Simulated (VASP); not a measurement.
# Mo3S (Pm-3m) in VASP: a series of runs, part 2 of 2

VASP 6.6.1. Earlier steps stand in the parts before.

## (3) Relaxation of cell and atoms, PBE

This run uses another cell than the first one, of 15.94 Å³/atom, 1.064 times its volume.

Contents of INCAR:

```
SYSTEM = Mo3S
  PREC = Accurate
  ENCUT = 600
  EDIFF = 1E-6
  ISMEAR = 0
  SIGMA = 0.1
  LREAL = .False.
  LASPH = .True.
  NELM = 100
  ALGO = Normal
  ISIF = 3
  LWAVE = .False.
  LCHARG = .False.
  GGA = PE
  IBRION = 2
  NSW = 90
  EDIFFG = -0.04
```

Contents of KPOINTS:

```
Automatic mesh
0
Gamma
  4 4 4
  0 0 0
```

Contents of POSCAR:

```
Mo3S
1.0
    3.9947135394      0.0000000000      0.0000000000
    0.0000000000      3.9947135394      0.0000000000
    0.0000000000      0.0000000000      3.9947135394
Mo S
3 1
Direct
    0.0000000000      0.5000000000      0.5000000000
    0.5000000000      0.0000000000      0.5000000000
    0.5000000000      0.5000000000      0.0000000000
    0.0000000000      0.0000000000      0.0000000000
```

Potentials or basis: VASP PAW PBE potentials, release 64 (Mo_sv, S).

Command:

```
$ cat potpaw_PBE.64/Mo_sv/POTCAR potpaw_PBE.64/S/POTCAR > POTCAR
$ mpirun -np 1 vasp_std > vasp.out
```

OUTCAR:

```text
SYSTEM = Mo3S
   PREC = Accurate
   ENCUT = 600
   EDIFF = 1E-6
   ISMEAR = 0
   LREAL = .False.
   LASPH = .True.
   NELM = 100
   ISIF = 3
   GGA = PE
   IBRION = 2
   NSW = 90
   EDIFFG = -0.04

 ion  position               nearest neighbor table
   1  0.000  0.500  0.500-   2 2.82   3 2.82   4 2.82   3 2.82   4 2.82   2 2.82   4 2.82   4 2.82
                             2 2.82   3 2.82   3 2.82   2 2.82
   2  0.500  0.000  0.500-   1 2.82   3 2.82   4 2.82   3 2.82   4 2.82   1 2.82   3 2.82   3 2.82
                             1 2.82   4 2.82   4 2.82   1 2.82
   3  0.500  0.500  0.000-   1 2.82   2 2.82   4 2.82   1 2.82   2 2.82   2 2.82   4 2.82   2 2.82
                             1 2.82   4 2.82   1 2.82   4 2.82
   4  0.000  0.000  0.000-   1 2.82   2 2.82   3 2.82   1 2.82   2 2.82   1 2.82   3 2.82   1 2.82
                             2 2.82   3 2.82   2 2.82   3 2.82

  LATTYP: Found a simple cubic cell.
 ALAT       =     3.9947135394
[... 181 lines left out ...]
  Total       -4.0675135     -4.0675135     -4.0675135     -0.0000000      0.0000000     -0.0000000
  in kB     -102.2310113   -102.2310113   -102.2310113     -0.0000000      0.0000000     -0.0000000
  external PRESSURE =    -102.2310113 kB  Pullay stress =       0.0000000 kB
[... 63 lines left out ...]
--------------------------------------- Ionic step        3  -------------------------------------------

 number of electron      47.9999992 magnetization

 Free energy of the ion-electron system (eV)
  ---------------------------------------------------
  ext. energy  EPLUGINS =         0.00000000
  ---------------------------------------------------
  free energy    TOTEN  =       -34.66250764 eV

  energy without entropy =      -34.64453387  energy(sigma->0) =      -34.65352076

 E-fermi :  12.8448     XC(G=0): -13.0314

 val. band max:       12.6945276174   @ k =   0.2500   0.2500   0.0000
 cond. band min:      12.8481489880   @ k =   0.2500   0.2500   0.0000
 fundamental gap:      0.1536213707
 Fermi energy:        12.8447733836

 k-point     1 :       0.0000    0.0000    0.0000
  band No.  band energies     occupation
      1     -48.5497      2.00000
      2     -48.2603      2.00000
      3     -48.2603      2.00000
      4     -23.0691      2.00000
      5     -23.0691      2.00000
      6     -23.0691      2.00000
[... 330 lines left out ...]
  FREE ENERGIE OF THE ION-ELECTRON SYSTEM (eV)
  ---------------------------------------------------
  free  energy   TOTEN  =       -34.6625076446 eV

  energy  without entropy=      -34.6445338695  energy(sigma->0) =      -34.65352076

 reached required accuracy - stopping structural energy minimisation
```

CONTCAR:

```text
Mo3S
   1.00000000000000
     3.9189849561652399   -0.0000000000000000   -0.0000000000000000
    -0.0000000000000000    3.9189849561652399   -0.0000000000000000
     0.0000000000000000    0.0000000000000000    3.9189849561652399
  Mo              S
     3     1
Direct
     0.0000000000000000    0.5000000000000000    0.5000000000000000
     0.5000000000000000    0.0000000000000000    0.5000000000000000
     0.5000000000000000    0.5000000000000000    0.0000000000000000
     0.0000000000000000    0.0000000000000000    0.0000000000000000

  0.00000000E+00  0.00000000E+00  0.00000000E+00
  0.00000000E+00  0.00000000E+00  0.00000000E+00
  0.00000000E+00  0.00000000E+00  0.00000000E+00
  0.00000000E+00  0.00000000E+00  0.00000000E+00
```

Wall time 24 s (1 thread of AMD EPYC 9R45 (Zen 5), shared host); peak memory 0.16 GiB.

Results:

```
Free energy                            : -34.6625 eV
Relaxed volume                         : 15.05 Å³/atom
Relaxed cell                           : a = 3.919 Å, b = 3.919 Å, c = 3.919 Å, α = 90.00°, β = 90.00°, γ = 90.00°
Space group after relaxing (to 0.05 Å) : Pm-3m (No. 221)
Energy gained by relaxing              : 30.9 meV/atom
Ionic steps                            : 3
Pressure after relaxing                : -0.3 GPa
Band gap on the k mesh                 : none (metal or under the smearing width)
```

The path:
```
step  energy change (eV)  largest force (eV/Å)  pressure (GPa)  volume (Å³)
   1              0.0000                0.0000          -10.22        63.75
   2              0.2153                0.0000           22.30        54.82
   3             -0.1236                0.0000           -0.30        60.19
```

Final structure:
```cif
data_structure
_symmetry_space_group_name_H-M 'P 1'
_symmetry_Int_Tables_number 1
_cell_length_a 3.9190
_cell_length_b 3.9190
_cell_length_c 3.9190
_cell_angle_alpha 90.000
_cell_angle_beta 90.000
_cell_angle_gamma 90.000
_cell_volume 60.19
loop_
_atom_site_label
_atom_site_type_symbol
_atom_site_fract_x
_atom_site_fract_y
_atom_site_fract_z
_atom_site_occupancy
Mo1 Mo 0.00000 0.50000 0.50000 1
Mo2 Mo 0.50000 0.00000 0.50000 1
Mo3 Mo 0.50000 0.50000 0.00000 1
S1 S 0.00000 0.00000 0.00000 1
```

Levels at points of the mesh, in eV from the Fermi level:
```
           k point  band 20  band 21  band 22  band 23  band 24  band 25  band 26  band 27  band 28
(0.00, 0.00, 0.00)    -4.55    -4.55    -4.55    -0.97    -0.18    -0.18    -0.18     2.13     2.13
(0.50, 0.00, 0.00)    -1.71    -1.56    -1.56    -1.53    -0.58    -0.41    -0.41     0.54     0.68
(0.50, 0.50, 0.00)    -2.70    -1.52    -1.52    -0.38    -0.32    -0.32    -0.21    -0.18     1.05
(0.50, 0.50, 0.50)    -1.81    -1.81    -1.81    -1.05    -0.33    -0.33    -0.33     0.69     0.69
```

Caveat: the k mesh is coarse (spacing up to 0.39 Å⁻¹), so the values aren't converged.

## (4) Single point, PBE, collinear spin, typed start

This run uses another cell than the first one, of 15.94 Å³/atom, 1.064 times its volume.

Contents of INCAR:

```
ALGO = Fast
EDIFF = 1E-6
ENCUT = 520
GGA = PE
ISIF = 2
ISMEAR = 0
ISPIN = 2
LASPH = T
LCHARG = T
LELF = T
LMAXMIX = 4
LORBIT = 11
LREAL = F
LVHAR = T
LWAVE = F
MAGMOM = 1 1 1 0
NBANDS = 36
NELM = 150
PREC = Accurate
SIGMA = 0.1
```

Contents of KPOINTS:

```
k-points
0
Gamma
  4 4 4
```

POSCAR is that of step 3.

Command:

```
$ cat potpaw_PBE.64/Mo_sv/POTCAR potpaw_PBE.64/S/POTCAR > POTCAR
$ mpirun -np 1 vasp_std > vasp.out
```

Run time: 23 s. Hardware: 1 thread of AMD EPYC 9R45 (Zen 5), shared host; peak memory 0.17 GiB.

It converged, with:

```
Free energy                                           : -34.5383 eV
Pressure                                              : -10.2 GPa
Band gap on the k mesh                                : none (metal or under the smearing width)
Net moment                                            : 0.00 μB per cell
Valence electrons inside the program's atomic spheres : Mo 12.43; S 3.52
```

Levels at points of the mesh, in eV from the Fermi level:
Spin up:
| k point | band 22 | band 23 | band 24 | band 25 | band 26 | band 27 |
| --- | --- | --- | --- | --- | --- | --- |
| (0.00, 0.00, 0.00) | -4.19 | -1.20 | -0.12 | -0.12 | -0.12 | 1.98 |
| (0.50, 0.00, 0.00) | -1.47 | -1.33 | -0.54 | -0.38 | -0.38 | 0.34 |
| (0.50, 0.50, 0.00) | -1.41 | -0.33 | -0.28 | -0.28 | -0.18 | -0.16 |
| (0.50, 0.50, 0.50) | -1.66 | -1.11 | -0.25 | -0.25 | -0.25 | 0.69 |
Spin down:
```tsv
k point	band 22	band 23	band 24	band 25	band 26	band 27
(0.00, 0.00, 0.00)	-4.19	-1.20	-0.12	-0.12	-0.12	1.98
(0.50, 0.00, 0.00)	-1.47	-1.33	-0.54	-0.38	-0.38	0.34
(0.50, 0.50, 0.00)	-1.41	-0.33	-0.28	-0.28	-0.18	-0.16
(0.50, 0.50, 0.50)	-1.66	-1.11	-0.25	-0.25	-0.25	0.69
```

Caveat: the k mesh is coarse (spacing up to 0.39 Å⁻¹), so the values aren't converged.

## (5) Overview

| task | spin | cell | cutoff (eV) | gap on the mesh (eV) | pressure (GPa) |
| --- | --- | --- | --- | --- | --- |
| single point | off | Pm-3m, 14.98 Å³/atom | 520 | none | 0.6 |
| relaxation of cell and atoms | off | relaxed | 600 | none | -0.3 |
| single point | collinear, typed start | Pm-3m, 15.94 Å³/atom | 520 | none | -10.2 |

Alike in all rows: level PBE; potentials or basis VASP PAW PBE potentials, release 64 (Mo_sv, S); k mesh 4 × 4 × 4; smearing gaussian 0.1 eV; the mesh is coarse, so values aren't converged.

Caveats: all runs use coarse meshes.

Total energies depend on the potentials used, so only differences within one code and one set of settings carry meaning.
